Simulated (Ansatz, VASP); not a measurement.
**One calculation of TiB2, two programs**

The input INCAR:

```
ALGO = Normal
EDIFF = 1E-6
ENCUT = 520
GGA = PS
ISIF = 2
ISMEAR = -1
LASPH = T
LCHARG = F
LREAL = F
LWAVE = F
NBANDS = 16
NELM = 100
PREC = Accurate
SIGMA = 0.08
```

Contents of KPOINTS:

```
k-points
0
Gamma
  15 15 13
```

The input POSCAR:

```
TiB2
1.0
    3.0291982016      0.0000000000      0.0000000000
   -1.5145991008      2.6233625957      0.0000000000
    0.0000000000      0.0000000000      3.2606840000
Ti B
1 2
Direct
    0.0000000000      0.0000000000      0.0000000000
    0.3333333333      0.6666666667      0.5000000000
    0.6666666667      0.3333333333      0.5000000000
```

Input for Ansatz:

```yaml
crystal:
  lattice:
    - [3.0291982016, 0.0, 0.0]
    - [-1.5145991008, 2.6233625957, 0.0]
    - [0.0, 0.0, 3.260684]
  atoms:
    - { symbol: Ti, position: [0.0, 0.0, 0.0] }
    - { symbol: B, position: [0.3333333333, 0.6666666667, 0.5] }
    - { symbol: B, position: [0.6666666667, 0.3333333333, 0.5] }
kpoints:
  mp_grid: { grid: [15, 15, 13] }
  band_path:
    path:
      - [0.0, 0.0, 0.0]
      - [0.5, 0.0, 0.0]
      - [0.3333333333, 0.3333333333, 0.0]
      - [0.0, 0.0, 0.0]
      - [0.0, 0.0, 0.5]
      - [0.5, 0.0, 0.5]
      - [0.3333333333, 0.3333333333, 0.5]
      - [0.0, 0.0, 0.5]
      - [0.5, 0.0, 0.5]
    npoints: 5
scf:
  occupations: { method: fermi_dirac, width: 0.08 }
hamiltonian:
  xc: pbesol
  pseudopotentials: { kind: all_electron, lapw: { basis_error: 0.001 } }
output:
  forces: true
  stress: true
  eigenvalues: true
```

Change from the starting cell: zz strain of +1 %.

Alike in both runs: task single point; functional PBEsol; k mesh 15 × 15 × 13; occupations fermi-dirac, width 0.08 eV; no spin polarisation.

|  | VASP | Ansatz |
| --- | --- | --- |
| version | VASP 6.6.1 | Ansatz 0.2.0 |
| potentials or method | VASP PAW PBE potentials, release 64 (Ti_sv, B) | all-electron LAPW, scalar-relativistic |
| plane-wave cutoff (eV) | 520 | see its input |

|  | VASP | Ansatz | Ansatz less VASP |
| --- | --- | --- | --- |
| pressure (GPa) | -6.8 | -7.2 | -0.42 |
| largest component of the traceless stress (GPa) | 4.21 | 4.10 | -0.107 |

Ansatz ran all-electron here, so the differences hold the error of VASP's frozen core and of both bases.

Caveats: the PAW data sets were made with another functional, which shifts forces and pressure a little (VASP).
